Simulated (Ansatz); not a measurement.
# Ti3Al: the cost of one run

Program: Ansatz 0.2.0. Level of theory: DFT PBEsol, scalar-relativistic, plane waves, PAW. These are calculated values, not measurements.

The COD entry's cell or inner coordinates are ideal or old and differ from later refinements, so a difference from it is no clean test against experiment.

4 further runs of the same task are left out: 1 that didn't finish, 3 set aside as unsound or not needed. Runs told in other sessions of the task aren't counted.

### 1 The system as given

Symmetry: P6_3/mmc, No. 194, hexagonal system. Conventional cell: a = 5.688 Å, b = 5.688 Å, c = 4.608 Å, α = 90.00°, β = 90.00°, γ = 120.00°. Around Ti (site symmetry mm2) lie 8 Ti at 2.79 to 2.90 Å and 4 Al at 2.81 to 2.84 Å. Al (site symmetry -6m2) is surrounded by 12 Ti at 2.81 to 2.84 Å.

As a file:

```
Ti Al
1.0
     5.68780    0.00000    0.00000
    -2.84390    4.92578    0.00000
     0.00000    0.00000    4.60772
Ti Al
6 2
Direct
  0.83031 0.16969 0.25000
  0.66062 0.83031 0.75000
  0.83031 0.66062 0.25000
  0.16969 0.83031 0.75000
  0.33938 0.16969 0.25000
  0.16969 0.33938 0.75000
  0.33333 0.66667 0.25000
  0.66667 0.33333 0.75000
```

It is the result of an earlier relaxation at this level (volume 16.14 Å³/atom; gap on the mesh: none (metal)).

### 2 Zero of energy

Reference values: F = -15894.7881 eV; pressure 0.01 GPa; largest force 0.008 eV/Å; gap on the mesh none (metal). It was computed beforehand with the settings of the runs below.

### 3 The scan: energy and stress against strain

The cell is strained by ε times the Voigt pattern (0, 0, 1, 0, 0, 0) (xx, yy, zz, yz, xz, xy; engineering shear), with fractional coordinates fixed (clamped ions). The stress on the pattern is the sum of the stress components weighted by it, tension positive.

### 4 ε = -0.0200

The input, input.yaml:

```yaml
crystal:
  lattice:
    - [5.6877954778, 0.0, 0.0]
    - [-2.8438977389, 4.9257753753, 0.0]
    - [0.0, 0.0, 4.515567608]
  atoms:
    - { symbol: Ti, position: [0.8303111834, 0.1696888166, 0.25] }
    - { symbol: Ti, position: [0.6606223668, 0.8303111834, 0.75] }
    - { symbol: Ti, position: [0.8303111834, 0.6606223668, 0.25] }
    - { symbol: Ti, position: [0.1696888166, 0.8303111834, 0.75] }
    - { symbol: Ti, position: [0.3393776332, 0.1696888166, 0.25] }
    - { symbol: Ti, position: [0.1696888166, 0.3393776332, 0.75] }
    - { symbol: Al, position: [0.3333333333, 0.6666666667, 0.25] }
    - { symbol: Al, position: [0.6666666667, 0.3333333333, 0.75] }
basis:
  ecutwfc: 420
kpoints:
  mp_grid: { grid: [12, 12, 10] }
hamiltonian:
  xc: pbesol
scf:
  occupations: { method: gaussian, width: 0.15 }
output:
  forces: true
  stress: true
  eigenvalues: true
```

Launch:

```sh
ansatz run input.yaml --threads 2 --pin off --max-ram 5120MiB --backend cpu --events-out ev --progress --plain --runs-dir out
```

**Question.** How long does this run take on 2 threads of AMD EPYC 9R45 (Zen 5), shared host, and how much memory does it need?

About 5.8 s, with a peak of 0.8 GiB.
